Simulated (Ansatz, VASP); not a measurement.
Two plane-wave programs on Be

```
CELL_PARAMETERS angstrom
1.12990 0.65235 5.35834
-1.12990 0.65235 5.35834
0.00000 -1.30470 5.35834
ATOMIC_POSITIONS crystal
Be 0.00000 0.00000 0.00000
Be 0.22161 0.22161 0.22161
Be 0.77839 0.77839 0.77839
```

Alike in both runs: functional PBE; k mesh 9 × 9 × 9; occupations gaussian, width 0.1 eV; no spin polarisation.

Ansatz relaxed the structure, and its values are those at the end. VASP's run is a single point on that final structure, the one shown.

```csv
,VASP,Ansatz
version,VASP 6.6.1,Ansatz 0.2.0
potentials or method,"VASP PAW PBE potentials, release 64 (Be)","scalar-relativistic, plane waves, PAW"
plane-wave cutoff (eV),520,420
valence electrons in the cell,6,6
```

```csv
,VASP,Ansatz,Ansatz less VASP
gap on the k mesh at the Fermi level (eV),none,none,-
pressure (GPa),0.1,0.0,-0.15
```

A gap of «none» marks a metal or a gap that the smearing closes.
